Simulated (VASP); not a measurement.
A run of VASP 6.6.1 is set up as follows.

The input INCAR:

```
SYSTEM = Mo
PREC = Accurate
ENCUT = 520
EDIFF = 1E-6
ISMEAR = 1
SIGMA = 0.1
LREAL = .False.
LASPH = .True.
NELM = 80
ALGO = Normal
ISIF = 2
LWAVE = .False.
LCHARG = .False.
LDIPOL = .True.
IDIPOL = 3
DIPOL = 0.5 0.5 0.500
GGA = PE
IBRION = 2
NSW = 80
EDIFFG = -0.02
KPAR = 2
```

Contents of KPOINTS:

```
Automatic mesh
0
Gamma
  12 12 1
  0 0 0
```

POSCAR

```
Mo
1.0
    3.1617840000      0.0000000000      0.0000000000
    0.0000000000      3.1617840000      0.0000000000
    0.0000000000      0.0000000000     19.7426760000
Mo
4
Direct
    0.5000000000      0.5000000000      0.3798877100
    0.0000000000      0.0000000000      0.4599625700
    0.5000000000      0.5000000000      0.5400374300
    0.0000000000      0.0000000000      0.6201122900
```

Potentials or basis: VASP PAW PBE potentials, release 64 (Mo_sv).

The run is started by

```console
$ cat potpaw_PBE.64/Mo_sv/POTCAR > POTCAR
$ mpirun -np 2 vasp_std > vasp.out
```

Problem. Predict the band gap on the k mesh.

Solution. None (metal or under the smearing width).

Problem. What does it give for the energy gained by relaxing?

Solution. 103.0 meV/atom.

The path:
```tsv
step	energy change (eV)	largest force (eV/Å)	pressure (GPa)
1	0.0000	1.7196	-5.58
2	-0.3502	0.7256	-3.50
3	-0.3795	0.4325	-2.62
4	-0.3806	0.3975	-2.34
5	-0.3808	0.3514	-2.42
6	-0.4012	0.2344	-1.93
7	-0.4119	0.0425	-1.21
8	-0.4119	0.0452	-1.25
9	-0.4121	0.0157	-1.33
```
